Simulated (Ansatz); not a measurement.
Relaxation of C$_{2}$H$_{4}$O$_{2}$ (8 atoms, charge 0, multiplicity 1), to a largest force component of 0.015 eV/Å in at most 40 steps.

These are results of RKS BLYP-D4/def2-SVP (Ansatz 0.2.0), not measurements.

```xyz
8
Properties=species:S:1:pos:R:3:forces:R:3
C -0.021 0.934 -0.248 -0.03 -0.25 -0.07
C 0.270 -0.453 0.249 -0.14 0.23 -0.22
O 1.235 -0.786 0.881 1.40 -0.32 0.90
O -0.700 -1.315 -0.087 -1.42 -0.09 -0.77
H -0.724 0.895 -1.073 -0.45 0.13 -0.51
H -0.460 1.506 0.568 -0.29 0.41 0.48
H 0.904 1.419 -0.546 0.55 0.29 -0.14
H -0.503 -2.200 0.257 0.38 -0.40 0.34
```

Q: Where does it end, and by what steps?

A: The run converged. After 18 steps the energy has fallen by 0.086 eV; O3 moved furthest, 0.45 Å.

```tsv
step	energy less start (eV)	largest force component (eV/Å)	accepted
0	0.0000	1.423	yes
1	-0.0634	0.635	yes
2	-0.0718	0.349	yes
3	-0.0711	0.258	no
4	-0.0760	0.078	yes
5	-0.0793	0.056	yes
6	-0.0780	0.525	no
7	-0.0812	0.133	yes
8	-0.0827	0.100	yes
9	-0.0821	0.357	no
10	-0.0837	0.057	yes
11	-0.0841	0.145	yes
12	-0.0797	0.451	no
13	-0.0851	0.021	yes
14	-0.0853	0.065	yes
15	-0.0854	0.049	yes
16	-0.0855	0.042	yes
17	-0.0855	0.021	yes
18	-0.0855	0.011	yes
```

```xyz
8
Properties=species:S:1:pos:R:3
C -0.014 0.942 -0.242
C 0.299 -0.483 0.176
O 1.393 -0.918 0.485
O -0.829 -1.261 0.170
H -0.465 0.950 -1.255
H -0.762 1.383 0.447
H 0.911 1.543 -0.233
H -0.533 -2.156 0.453
```

Time of the run: 30 s on 1 thread of Arm Neoverse V2 (shared host), peak memory 0.13 GiB.
